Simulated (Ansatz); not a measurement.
**Pd under changes of volume**

One of the cells (14.750 Å³/atom); the others are scaled copies at fixed shape and fractional positions:

```xyz
1
Lattice="0.0000 1.9465 1.9465 1.9465 0.0000 1.9465 1.9465 1.9465 0.0000" Properties=species:S:1:pos:R:3 pbc="T T T"
Pd    0.0000    0.0000    0.0000
```

```yaml
Program: Ansatz 0.2.0
Functional: m-r2SCAN
Potentials_or_basis: Ansatz PAW
Cutoff: "500 eV (not typed: the program's choice for these potentials)"
k_mesh: 12 × 12 × 12
Occupations: fermi-dirac, width 0.05 eV
Spin: no spin polarisation
```

```csv
volume (Å³/atom),energy over the lowest point (meV/atom),pressure (GPa)
13.865,?,?
14.160,22.96,11.1
14.455,7.34,6.3
14.750,0.03,2.1
15.045,0.00,-1.7
15.340,6.39,-4.9
15.635,18.34,-7.7
```

Task: What does the run at 13.865 Å³/atom give?

Result: Energy over the lowest point 48.01 meV/atom; pressure 16.5 GPa.

Worked out: A Birch-Murnaghan fit of order 3 (a polynomial in V^(-2/3)) to the other rows has its minimum at 14.90 Å³/atom with B0 = V·E''(V) = 187 GPa and B' = 5.7. It gives 48.07 meV/atom at 13.865 Å³/atom, against the run's 48.01, and -dE/dV = 16.4 GPa, against 16.5.

Energies are extrapolated to zero smearing.

Caveats: the PAW data sets come from PBE, with cores solved anew for the run's functional, which leaves a small shift of forces and pressure.
